Double the distance by which the nitrogen atoms of HfN are pushed away from their sites, and the force pulling them back very nearly doubles, while the energy cost and the added pressure grow about fourfold. A count of neighbours explains this. Each nitrogen has six hafnium neighbours; in a shift midway between two cube axes, two of these contacts shorten, two lengthen and two barely change. What one pair gains or loses in proportion to the shift, the opposite pair gives back, so the energy and the added pressure both begin with the square of the shift. The force is the slope of the energy and therefore begins with the shift itself.

The N atoms of rocksalt HfN (2-atom cell, conventional a = 4.518 Å, not relaxed) are shifted together along Cartesian (0, −1, −1). Ansatz 0.2.0, scalar-relativistic plane-wave PAW, PBE, no spin polarisation, cutoff 420 eV, 18×18×18 Gamma-centred k mesh, Gaussian smearing 0.15 eV. Free energies are relative to the unshifted cell; pressure is positive in compression.

| displacement (Å) | energy change (eV a cell) | force along direction (eV/Å summed over the moved atoms) | pressure (GPa) |
| --- | --- | --- | --- |
| -0.2 | 0.233 | 2.316 | 10.60 |
| -0.1 | 0.059 | 1.174 | 6.75 |
| 0 | 0.000 | 0.000 | 5.44 |
| 0.05 | 0.015 | -0.591 | 5.77 |
| 0.15 | 0.132 | -1.743 | 8.37 |

All nitrogen atoms move together, so the N–N and Hf–Hf distances stay as they were and only Hf–N contacts change. The unshifted crystal has space group Fm-3m; the shift lowers the symmetry. With $x$ for the displacement, the rule needs two constants:

$$F=-kx,\qquad \Delta E=\tfrac12 kx^2,\qquad \Delta P=cx^2 .$$

Here $F$ is the force along the direction of the shift, $\Delta E$ the energy change and $\Delta P$ the pressure above that of the unshifted cell. The row at −0.1 Å, with the pressure of the unshifted cell subtracted to find $c$, supplies both constants: $k$ = 11.74 eV/Å² and $c$ = 131 GPa/Å².

The row at −0.2 Å, which played no part in setting them, shows how the rule is used:

$$\Delta E=\tfrac12\times 11.74\times 0.2^2=0.235\ \text{eV}.$$

The calculation gives 0.233 eV. The force follows as 11.74 × 0.2 = 2.35 eV/Å, about 1 % above the calculated value.

For the pressure, the 5.44 GPa already present in the unshifted cell must be added back, because that cell was not relaxed. The estimate is then 5.44 + 131 × 0.2² = 10.68 GPa, against a calculated 10.60 GPa. This pressure is an average over three directions. Nearly all of the added pressure comes from the two cube axes between which the nitrogen moves; the stress along the third axis hardly changes.

The second example, 0.15 Å, lies on the other side of the site. The rule gives 0.132 eV, as calculated, and a force 1 % too strong. The sign of the shift can be ignored because rocksalt has an inversion centre, so the end rows differ only in the size of their shifts. In zincblende, which has no such centre, a shift along a bond would cost different amounts forwards and backwards, and a cubic term would be needed.

Over the three rows that test the rule, forces and added pressures come out within 2 % of their calculated values, and energies within 2 meV, the largest miss being under 1 % of its energy change. Energy and force are not separate successes, since the energy is the area under the force line. The small error has a direction: force divided by displacement falls from 11.82 eV/Å² at 0.05 Å to 11.58 eV/Å² at −0.2 Å. The rule therefore slightly overstates energy and force at the larger shifts, and beyond 0.2 Å it is untested. The printed analysis after this text lists the misses row by row.

A tighter limit is the cell itself, and the pressure column reveals it. Suppose that $k$ varies with the cell volume $V$ as $V^{-2\gamma}$, where $\gamma$ is the Grüneisen parameter of this motion. The displacement stretches with the cell edge, so $x^2$ varies as $V^{2/3}$, and the derivative of the energy with respect to volume gives

$$\Delta P=\left(2\gamma-\tfrac23\right)\frac{\Delta E}{V}.$$

The table's constants yield $\gamma\approx1.9$, which means that a cell edge 1 % longer lowers $k$ by about 11 %. With a rough recalled bulk modulus of 300 GPa, letting this compressed cell relax would lower $k$ by about 7 %, several times the error of the rule within the table.

It is tempting to obtain $k$ from the bulk modulus $B$ as well, by treating the crystal as springs between nearest neighbours at distance $r$. Such springs give $k=6rB$, or about 25 eV/Å² with the same recalled modulus, twice the calculated stiffness. A possible reason, not tested here, is that compression also squeezes the Hf–Hf and N–N distances, which the shift leaves alone. In HfN, resistance to squeezing is thus a poor guide to resistance against sliding one sublattice through the other.

A vibration is the better guide, because the long-wave optical vibration of the crystal is this very motion. Its wavenumber $\tilde\nu$ and the reduced mass $\mu$ of the two atoms fix the stiffness through $k\propto\mu\tilde\nu^2$. For HfN the table's $k$ corresponds to about 500 cm⁻¹ at a reduced mass of 13 atomic mass units. For another metallic rocksalt nitride, multiplying the $k$ of HfN by the ratio of the reduced masses and by the square of the ratio of the wavenumbers gives a first value; a wavenumber wrong by 5 % makes $k$ wrong by about 10 %.

Output of the analysis:

```
force constant k from the row at -0.1 A, eV/A^2: 11.74
pressure constant c from the row at -0.1 A, GPa/A^2: 131
rule against calculation:
   row  energy_rule_eV  energy_miss_meV  force_rule_eV_A  force_miss_eV_A  added_pressure_GPa  added_pressure_rule_GPa  total_pressure_rule_GPa
  -0.2          0.2348              1.8            2.348            0.032                5.16                     5.24                    10.68
  -0.1          0.0587             -0.3            1.174                0                1.31                     1.31                     6.75
   0.0               0                0                0                0                   0                        0                     5.44
  0.05         0.01468           -0.325           -0.587            0.004                0.33                   0.3275                    5.768
  0.15          0.1321            0.075           -1.761           -0.018                2.93                    2.947                    8.387
energy miss at -0.2 A, percent: 0.7725
force miss at -0.2 A, percent: 1.382
added pressure miss at -0.2 A, percent: 1.55
energy miss at 0.15 A, percent: 0.05682
force miss at 0.15 A, percent: 1.033
added pressure miss at 0.15 A, percent: 0.5973
force over displacement at 0.05 A, eV/A^2: 11.82
force over displacement at -0.2 A, eV/A^2: 11.58
shortening of the closest Hf-N contact at -0.2 A, percent: 6.065
added pressure over energy per volume, no unit: 3.212
Grueneisen parameter of the shift, no unit: 1.939
change of k for a cell edge longer by 1 percent, percent: -10.93
rough change of k if the cell relaxed to zero pressure, percent: -6.733
k from nearest-neighbour springs and the bulk modulus, eV/A^2: 25.38
that spring estimate over k of the table, no unit: 2.162
reduced mass of Hf and N, atomic mass units: 12.99
harmonic wavenumber of the shift, cm^-1: 495.8
```
